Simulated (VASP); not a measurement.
# BeTe (F-43m) in VASP: notebook

One crystal, BeTe, is run at these levels: PBE, HSE06; tasks: single point, relaxation of cell and atoms.

Everything below comes from runs of VASP 6.6.1. Logs are shortened: lines on timing, memory, paths and dates and some standing lists are left out, and cuts for length are marked.

### 1 The crystal as given

Symmetry: F-43m, No. 216, cubic system. The conventional cell has a = 5.540 Å, b = 5.540 Å, c = 5.540 Å, α = 90.00°, β = 90.00°, γ = 90.00°. Te (site symmetry -43m) has 4 Be at 2.40 Å as nearest neighbours. Be (site symmetry -43m) is surrounded by 4 Te at 2.40 Å.

### 2 Single point, PBE

INCAR reads:

```
SYSTEM = BeTe
  PREC = Accurate
  ENCUT = 520
  EDIFF = 1E-6
  ISMEAR = 0
  SIGMA = 0.017
  LREAL = .FALSE.
  LASPH = .TRUE.
  NELM = 100
  ALGO = Normal
  ISIF = 2
  LWAVE = .FALSE.
  LCHARG = .FALSE.
  GGA = PE
```

KPOINTS reads:

```
regular mesh
0
G
  8 8 8
  0 0 0
```

POSCAR reads:

```
BeTe
1.0
    0.0000000000      2.7700000000      2.7700000000
    2.7700000000      0.0000000000      2.7700000000
    2.7700000000      2.7700000000      0.0000000000
Te Be
1 1
Direct
    0.7500000000      0.7500000000      0.7500000000
    0.0000000000      0.0000000000      0.0000000000
```

Potentials or basis: VASP PAW PBE potentials, release 64 (Te, Be).

On the command line:

```bash
$ cat potpaw_PBE.64/Te/POTCAR potpaw_PBE.64/Be/POTCAR > POTCAR
$ mpirun -np 1 vasp_std > vasp.out
```

OUTCAR:

```text
SYSTEM = BeTe
   PREC = Accurate
   ENCUT = 520
   EDIFF = 1E-6
   ISMEAR = 0
   LREAL = .FALSE.
   LASPH = .TRUE.
   NELM = 100
   ISIF = 2
   GGA = PE

 ion  position               nearest neighbor table
   1  0.750  0.750  0.750-   2 2.40   2 2.40   2 2.40   2 2.40
   2  0.000  0.000  0.000-   1 2.40   1 2.40   1 2.40   1 2.40

  LATTYP: Found a face centered cubic cell.
 ALAT       =     5.5400000000

  Lattice vectors:

 A1 = (   0.0000000000,   2.7700000000,   2.7700000000)
 A2 = (   2.7700000000,   0.0000000000,   2.7700000000)
 A3 = (   2.7700000000,   2.7700000000,   0.0000000000)

Analysis of symmetry for initial positions (statically):
=====================================================================
 Subroutine PRICEL returns:
 Original cell was already a primitive cell.

 Routine SETGRP: Setting up the symmetry group for a
 face centered cubic supercell.

 Subroutine GETGRP returns: Found 24 space group operations
 (whereof 24 operations were pure point group operations)
 out of a pool of 48 trial point group operations.

The static configuration has the point symmetry T_d .

Analysis of symmetry for dynamics (positions and initial velocities):
=====================================================================
 Subroutine PRICEL returns:
 Original cell was already a primitive cell.

 Routine SETGRP: Setting up the symmetry group for a
 face centered cubic supercell.

 Subroutine GETGRP returns: Found 24 space group operations
 (whereof 24 operations were pure point group operations)
 out of a pool of 48 trial point group operations.

The dynamic configuration has the point symmetry T_d .

 Subroutine INISYM returns: Found 24 space group operations
 (whereof 24 operations are pure point group operations),
 and found     1 'primitive' translations

----------------------------------------------------------------------------------------

                                     Primitive cell

  volume of cell :      42.5079

  direct lattice vectors                    reciprocal lattice vectors
     0.000000000  2.770000000  2.770000000    -0.180505415  0.180505415  0.180505415
     2.770000000  0.000000000  2.770000000     0.180505415 -0.180505415  0.180505415
     2.770000000  2.770000000  0.000000000     0.180505415  0.180505415 -0.180505415

  length of vectors
     3.917371568  3.917371568  3.917371568     0.312644550  0.312644550  0.312644550

  position of ions in fractional coordinates (direct lattice)
     0.750000000  0.750000000  0.750000000
     0.000000000  0.000000000  0.000000000

  ion indices of the primitive-cell ions
   primitive index   ion index
                 1           1
                 2           2

----------------------------------------------------------------------------------------

 KPOINTS: regular mesh

Automatic generation of k-mesh.
 Grid dimensions read from file:
 generate k-points for:    8    8    8

 Generating k-lattice:

  Cartesian coordinates                     Fractional coordinates (reciprocal lattice)
    -0.022563177  0.022563177  0.022563177     0.125000000  0.000000000  0.000000000
     0.022563177 -0.022563177  0.022563177     0.000000000  0.125000000  0.000000000
     0.022563177  0.022563177 -0.022563177     0.000000000  0.000000000  0.125000000

  Length of vectors
     0.039080569  0.039080569  0.039080569

  Shift w.r.t. Gamma in fractional coordinates (k-lattice)
     0.000000000  0.000000000  0.000000000

 Subroutine IBZKPT returns following result:
 ===========================================

 Found     29 irreducible k-points:

 Following reciprocal coordinates:
            Coordinates               Weight
  0.000000  0.000000  0.000000      1.000000
  0.125000  0.000000  0.000000      8.000000
  0.250000  0.000000  0.000000      8.000000
  0.375000  0.000000  0.000000      8.000000
  0.500000  0.000000  0.000000      4.000000
  0.125000  0.125000  0.000000      6.000000
[... 16 lines left out ...]
  0.500000  0.250000  0.125000     48.000000
 -0.375000  0.250000  0.125000     24.000000
 [... further k-points ...]
   k-points           NKPTS =     29   k-points in BZ     NKDIM =     29   number of bands    NBANDS=      8
   number of dos      NEDOS =    301   number of ions     NIONS =      2
   total plane-waves  NPLWV =  27000
   dimension x,y,z NGX =    30 NGY =   30 NGZ =   30
   dimension x,y,z NGXF=    60 NGYF=   60 NGZF=   60
   ions per type =               1   1
   NGX,Y,Z   is equivalent  to a cutoff of  12.73, 12.73, 12.73 a.u.
   NGXF,Y,Z  is equivalent  to a cutoff of  25.46, 25.46, 25.46 a.u.
 SYSTEM =  BeTe
   PREC   = accura    normal or accurate (medium, high low for compatibility)
   ISTART =      0    job   : 0-new  1-cont  2-samecut
   ICHARG =      2    charge: 1-file 2-atom 10-const
   ISPIN  =      1    spin polarized calculation?
   LNONCOLLINEAR =      F non collinear calculations
   LSORBIT =      F    spin-orbit coupling
   LASPH  =      T    aspherical Exc in radial PAW
   ENCUT  =  520.0 eV  38.22 Ry    6.18 a.u.   7.28  7.28  7.28*2*pi/ulx,y,z
   NELM   =    100;   NELMIN=  2; NELMDL= -5     # of ELM steps
   EDIFF  = 0.1E-05   stopping-criterion for ELM
   LREAL  =      F    real-space projection
   EDIFFG = 0.1E-04   stopping-criterion for IOM
   NSW    =      0    number of steps for IOM
   IBRION =     -1    ionic relax: 0-MD 1-quasi-New 2-CG
   NFREE  =      0    steps in history (QN), initial steepest desc. (CG)
   ISIF   =      2    stress and relaxation
   ISYM   =      2    0-nonsym 1-usesym 2-fastsym
   POTIM  = 0.5000    time-step for ionic-motion
   TEBEG  =    0.0;   TEEND  =   0.0 temperature during run
   PSTRESS=    0.0 pullay stress
   NELECT =       8.0000    total number of electrons
   NUPDOWN=      -1.0000    fix difference up-down
   EMIN   =  10.00;   EMAX   =-10.00  energy-range for DOS
   EFERMI =   0.00;   METHOD = LEGACY
   ISMEAR =     0;   SIGMA  =   0.02  broadening in eV -4-tet -1-fermi 0-gaus
   EFERMI_NEDOS =   21; number of points for ismear=-14 and -15
   IALGO  =     38    algorithm
   IMIX   =      4    mixing-type and parameters
     AMIX     =   0.40;   BMIX     =  1.00
     AMIX_MAG =   1.60;   BMIX_MAG =  1.00
  volume/ion in A,a.u.               =      21.25       143.43
  Fermi-wavevector in a.u.,A,eV,Ry     =   0.938170  1.772885 11.975354  0.880164
  Thomas-Fermi vector in A             =   2.065355
   LORBIT       =      0    0 simple, 1 ext, 2 COOP (PROOUT), +10 PAW based schemes
   GGA     = PE    functional components
   LHFCALC =     F    Hartree Fock is set to
   AEXX    =    0.0000 exact exchange contribution
   IVDW    =     0    specifies the selected vdW correction
   LEPSILON=     F    determine dielectric tensor
   LRPA    =     F    only Hartree local field effects (RPA)
 non-spin polarized calculation
 Gauss-broadening in eV      SIGMA  =   0.02
  energy-cutoff  :      520.00
  volume of cell :       42.51
 maximum number of plane-waves:      1162
 NGX is ok and might be reduce to    30
   NGX = 15   NGY = 15   NGZ = 15

 number of electron       8.0000000 magnetization

 Free energy of the ion-electron system (eV)
  ---------------------------------------------------
  ext. energy  EPLUGINS =         0.00000000
  ---------------------------------------------------
  free energy    TOTEN  =        -7.58477386 eV

  energy without entropy =       -7.58477386  energy(sigma->0) =       -7.58477386

 E-fermi :   5.7802     XC(G=0):  -9.2569

 val. band max:        5.6645191813   @ k =   0.0000   0.0000   0.0000
 cond. band min:       7.5118086181   @ k =   0.5000   0.5000   0.0000
 fundamental gap:      1.8472894368
 Fermi energy:         5.7801914660

 k-point     1 :       0.0000    0.0000    0.0000
  band No.  band energies     occupation
      1      -6.9704      2.00000
      2       5.6645      2.00000
      3       5.6645      2.00000
      4       5.6645      2.00000
      5       9.2287      0.00000
      6       9.2287      0.00000
      7       9.2287      0.00000
      8       9.8556      0.00000

 k-point     2 :       0.1250    0.0000    0.0000
  band No.  band energies     occupation
      1      -6.8118      2.00000
      2       4.2841      2.00000
      3       5.4064      2.00000
      4       5.4064      2.00000
      5       9.2789      0.00000
      6       9.5980      0.00000
      7       9.5980      0.00000
      8      11.0757      0.00000

 k-point     3 :       0.2500    0.0000    0.0000
  band No.  band energies     occupation
      1      -6.3713      2.00000
      2       2.1709      2.00000
      3       4.9334      2.00000
      4       4.9334      2.00000
      5       9.0906      0.00000
      6      10.1512      0.00000
      7      10.1512      0.00000
      8      12.9492      0.00000

 k-point     4 :       0.3750    0.0000    0.0000
  band No.  band energies     occupation
      1      -5.8015      2.00000
      2       0.4857      2.00000
      3       4.5740      2.00000
      4       4.5740      2.00000
      5       8.9316      0.00000
      6      10.2697      0.00000
      7      10.2697      0.00000
      8      13.5354      0.00000

 k-point     5 :       0.5000    0.0000    0.0000
  band No.  band energies     occupation
      1      -5.4976      2.00000
      2      -0.2015      2.00000
      3       4.4456      2.00000
      4       4.4456      2.00000
      5       8.8748      0.00000
      6      10.2286      0.00000
      7      10.2286      0.00000
      8      13.4593      0.00000
[... 177 lines left out ...]
 k-point    22 :       0.3750    0.2500    0.1250
  band No.  band energies     occupation
      1      -6.0050      2.00000
      2       1.9282      2.00000
      3       3.2459      2.00000
      4       4.3438      2.00000
      5       9.2279      0.00000
      6      10.6821      0.00000
      7      11.0268      0.00000
      8      12.0772      0.00000

 k-point    23 :       0.5000    0.2500    0.1250
  band No.  band energies     occupation
      1      -5.4953      2.00000
      2       0.7894      2.00000
      3       2.6930      2.00000
      4       3.8511      2.00000
      5       9.6986      0.00000
      6      10.4067      0.00000
      7      11.6702      0.00000
      8      12.7178      0.00000

 k-point    24 :      -0.3750    0.2500    0.1250
  band No.  band energies     occupation
      1      -5.2331      2.00000
      2       0.2476      2.00000
      3       2.5866      2.00000
      4       3.6101      2.00000
      5       9.8499      0.00000
      6      10.1084      0.00000
      7      12.4872      0.00000
      8      13.5784      0.00000

 [... further k-points ...]

------------------------ aborting loop because EDIFF is reached ----------------------------------------

  FORCE on cell =-STRESS in cart. coord.  units (eV):
  Direction    XX          YY          ZZ          XY          YZ          ZX
  --------------------------------------------------------------------------------------
  -------------------------------------------------------------------------------------
  Total        1.1819429      1.1819429      1.1819429      0.0000000      0.0000000     -0.0000000
  in kB       44.5489826     44.5489826     44.5489826      0.0000000      0.0000000     -0.0000000
  external PRESSURE =      44.5489826 kB  Pullay stress =       0.0000000 kB

 VOLUME and BASIS-vectors are now :
 -----------------------------------------------------------------------------
  energy-cutoff  :      520.00
  volume of cell :       42.51
      direct lattice vectors                 reciprocal lattice vectors
     0.000000000  2.770000000  2.770000000    -0.180505415  0.180505415  0.180505415
     2.770000000  0.000000000  2.770000000     0.180505415 -0.180505415  0.180505415
     2.770000000  2.770000000  0.000000000     0.180505415  0.180505415 -0.180505415

 POSITION                                       TOTAL-FORCE (eV/Angst)
 -----------------------------------------------------------------------------------
      4.15500      4.15500      4.15500        -0.000000      0.000000      0.000000
      0.00000      0.00000      0.00000         0.000000     -0.000000     -0.000000
 -----------------------------------------------------------------------------------
    total drift:                               -0.000000     -0.000000     -0.000000

  FREE ENERGIE OF THE ION-ELECTRON SYSTEM (eV)
  ---------------------------------------------------
  free  energy   TOTEN  =        -7.5847738638 eV

  energy  without entropy=       -7.5847738638  energy(sigma->0) =       -7.58477386
```

It took 18 s on 1 thread of Intel Xeon Platinum 8488C (Sapphire Rapids), shared host; peak memory 0.16 GiB.

Results:

- Free energy: -7.5848 eV
- Pressure: 4.5 GPa
- Band gap on the k mesh: 1.85 eV, indirect (least direct gap 3.56 eV)

Levels at points of the mesh, in eV from the valence-band top:
```csv
k point,band 1,band 2,band 3,band 4,band 5,band 6,band 7,band 8
"(0.00, 0.00, 0.00)",-12.63,0.00,0.00,0.00,3.56,3.56,3.56,4.19
"(0.50, 0.00, 0.00)",-11.16,-5.87,-1.22,-1.22,3.21,4.56,4.56,7.79
"(0.50, 0.50, 0.00)",-10.62,-5.39,-2.84,-2.84,1.85,2.59,10.02,10.02
```

Caveat: spin-orbit coupling is left out, which moves the levels of the heavy elements. A k mesh can miss the band edges.

### 3 Relaxation of cell and atoms, HSE06

POSCAR is that of step 2.

INCAR.step1 reads:

```
PREC = Accurate
ENCUT = 600
EDIFF = 1E-5
ISMEAR = -1
SIGMA = 0.05
LREAL = F
LASPH = T
NELM = 80
ALGO = Normal
LWAVE = T
LCHARG = F
GGA = PE
```

INCAR.step2 reads:

```
PREC = Accurate
ENCUT = 600
EDIFF = 1E-7
ISMEAR = -1
SIGMA = 0.05
LREAL = F
LASPH = T
NELM = 80
ALGO = Normal
ISIF = 3
LWAVE = F
LCHARG = F
GGA = PE
LHFCALC = T
HFSCREEN = 0.2
PRECFOCK = Fast
IBRION = 2
NSW = 40
EDIFFG = -0.02
ISTART = 1
```

KPOINTS reads:

```
regular mesh
0
Gamma
  4 4 4
```

Potentials or basis: VASP PAW PBE potentials, release 64 (Te, Be).

On the command line:

```bash
$ cat potpaw_PBE.64/Te/POTCAR potpaw_PBE.64/Be/POTCAR > POTCAR
$ cp INCAR.step1 INCAR
$ mpirun -np 1 vasp_std > vasp.out
$ cp INCAR.step2 INCAR
$ mpirun -np 1 vasp_std > vasp.out
```

It took 3.4 min on 1 thread of Intel Xeon Platinum 8488C (Sapphire Rapids), shared host; peak memory 0.29 GiB.

It converged, with:

* Free energy: -8.7046 eV
* Relaxed volume: 22.42 Å³/atom
* Relaxed cell: a = 3.988 Å, b = 3.988 Å, c = 3.988 Å, α = 60.00°, β = 60.00°, γ = 60.00°
* Space group after relaxing (to 0.05 Å): F-43m (No. 216)
* Energy gained by relaxing: 12.6 meV/atom
* Ionic steps: 3
* Pressure after relaxing: 0.0 GPa
* Band gap on the k mesh: 2.68 eV, indirect (least direct gap 4.50 eV)

The path:
| step | energy change (eV) | largest force (eV/Å) | pressure (GPa) | volume (Å³) |
| --- | --- | --- | --- | --- |
| 1 | 0.0000 | 0.0000 | 3.62 | 42.51 |
| 2 | -0.0234 | 0.0000 | -0.88 | 45.53 |
| 3 | -0.0253 | 0.0000 | 0.00 | 44.85 |

Final structure:
```yaml
crystal:
  lattice:
    - [0.00000, 2.81988, 2.81988]
    - [2.81988, 0.00000, 2.81988]
    - [2.81988, 2.81988, 0.00000]
  atoms:
    - { symbol: Te, position: [0.75000, 0.75000, 0.75000] }
    - { symbol: Be, position: [0.00000, 0.00000, 0.00000] }
```

Levels at points of the mesh, in eV from the valence-band top:
```
           k point  band 1  band 2  band 3  band 4  band 5  band 6  band 7  band 8
(0.00, 0.00, 0.00)  -13.41    0.00    0.00    0.00    4.50    4.50    4.50    4.61
(0.50, 0.00, 0.00)  -11.90   -6.07   -1.22   -1.22    3.86    5.50    5.50    8.87
(0.50, 0.50, 0.00)  -11.35   -5.63   -2.86   -2.86    2.68    3.42   11.08   11.08
```

Caveat: the k mesh is coarse (spacing up to 0.49 Å⁻¹), so the values aren't converged, least of all with exact exchange; the PAW data sets were made with another functional, which shifts forces and pressure a little; spin-orbit coupling is left out, which moves the levels of the heavy elements. A k mesh can miss the band edges.

### 4 Single point, HSE06, spin-orbit coupling, no magnetisation

POSCAR is that of step 3.

INCAR.step1 reads:

```
SYSTEM = BeTe
ALGO = Normal ; EDIFF = 1E-5
ENCUT = 520 ; GGA = PE
GGA_COMPAT = .False. ; ISIF = 2
ISMEAR = -1 ; LASPH = .True.
LCHARG = .False. ; LNONCOLLINEAR = .True.
LORBIT = 11 ; LREAL = .False.
LSORBIT = .True. ; LWAVE = .True.
MAGMOM = 0 0 0 0 0 0 ; NBANDS = 20
NELM = 60 ; PREC = Accurate
SIGMA = 0.05
```

INCAR.step2 reads:

```
SYSTEM = BeTe
ALGO = Normal ; EDIFF = 1E-6
ENCUT = 520 ; GGA = PE
GGA_COMPAT = .False. ; HFSCREEN = 0.2
ISIF = 2 ; ISMEAR = -1
ISTART = 1 ; LASPH = .True.
LCHARG = .False. ; LHFCALC = .True.
LNONCOLLINEAR = .True. ; LORBIT = 11
LREAL = .False. ; LSORBIT = .True.
LWAVE = .False. ; MAGMOM = 0 0 0 0 0 0
NBANDS = 20 ; NELM = 60
PREC = Accurate ; PRECFOCK = Normal
SIGMA = 0.05
```

KPOINTS reads:

```
k-points
0
Gamma
  4 4 4
  0 0 0
```

On the command line:

```bash
$ cat potpaw_PBE.64/Te/POTCAR potpaw_PBE.64/Be/POTCAR > POTCAR
$ cp INCAR.step1 INCAR
$ mpirun -np 1 vasp_ncl > vasp.out
$ cp INCAR.step2 INCAR
$ mpirun -np 1 vasp_ncl > vasp.out
```

Run time: 20 min. Hardware: 1 thread of Intel Xeon Platinum 8488C (Sapphire Rapids), shared host; peak memory 0.38 GiB.

Results (log left out):

| Item | Value |
| --- | --- |
| Free energy | -8.7603 eV |
| Pressure | 3.6 GPa |
| Valence electrons inside the program's atomic spheres | Te 3.68; Be 0.99 |

Caveat: the k mesh is coarse (spacing up to 0.49 Å⁻¹), so the values aren't converged, least of all with exact exchange; the PAW data sets were made with another functional, which shifts forces and pressure a little.

### 5 The runs side by side

```tsv
task	level	spin	cell	k mesh	cutoff (eV)	smearing	grid for exact exchange (PRECFOCK)	screening parameter	mesh quality	gap on the mesh (eV)	pressure (GPa)
single point	PBE	off	as given	8 × 8 × 8	520	gaussian 0.017 eV	-	-	not flagged	1.85	4.5
relaxation of cell and atoms	HSE06	off	relaxed	4 × 4 × 4	600	fermi-dirac 0.05 eV	Fast	0.2 1/A	coarse	2.68	0.0
single point	HSE06	SOC, no magnetisation	as given	4 × 4 × 4	520	fermi-dirac 0.05 eV	Normal	0.2 1/A	coarse	-	3.6
```

Alike in all rows: potentials or basis VASP PAW PBE potentials, release 64 (Te, Be).

Caveats: some runs use coarse meshes; spin-orbit coupling is left out, which moves the levels of the heavy elements (some runs); the PAW data sets were made with another functional, which shifts forces and pressure a little (some runs).

Total energies depend on the potentials used, so only differences within one code and one set of settings carry meaning.
